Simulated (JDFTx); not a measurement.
## MgO under changes of volume

One of the cells (9.221 Å³/atom); the others are scaled copies at fixed shape and fractional positions:

```
CELL_PARAMETERS angstrom
0.00000 2.09700 2.09700
2.09700 0.00000 2.09700
2.09700 2.09700 0.00000
ATOMIC_POSITIONS crystal
Mg 0.00000 0.00000 0.00000
O 0.50000 0.50000 0.50000
```

The cell is a database's computed one.

| Item | Value |
| --- | --- |
| Program | JDFTx 1.7.0 (patched build) |
| Functional | PBEsol |
| Potentials or basis | PseudoDojo-SR-PBEsol-0.4.1-standard with smoothed tails |
| Cutoff | 1143 eV |
| Density cutoff | 9143 eV |
| k mesh | 11 × 11 × 11 |
| Occupations | fermi-dirac, width 0.05 eV |
| Spin | no spin polarisation |

```csv
volume (Å³/atom),energy over the lowest point (meV/atom),pressure (GPa),gap on the mesh (eV)
8.668,28.00,13.9,5.43
8.853,14.37,9.6,5.20
9.037,5.47,5.8,4.99
9.221,0.81,2.2,4.79
9.406,0.00,-0.9,4.60
9.590,?,?,?
9.775,8.48,-6.4,4.24
```

Task: What does the run at 9.590 Å³/atom give?

Result: Energy over the lowest point 2.67 meV/atom; pressure -3.8 GPa; gap on the mesh 4.41 eV.

Worked out: A Birch-Murnaghan fit of order 3 (a polynomial in V^(-2/3)) to the other rows has its minimum at 9.35 Å³/atom with B0 = V·E''(V) = 158 GPa and B' = 4.0. It gives 2.65 meV/atom at 9.590 Å³/atom, against the run's 2.67, and -dE/dV = -3.7 GPa, against -3.8. A parabola through the other rows of the gap, of slope -9.25 eV per unit of ln V (its deformation potential) there, gives 4.42 eV, against the run's 4.41.

Energies are extrapolated to zero smearing.
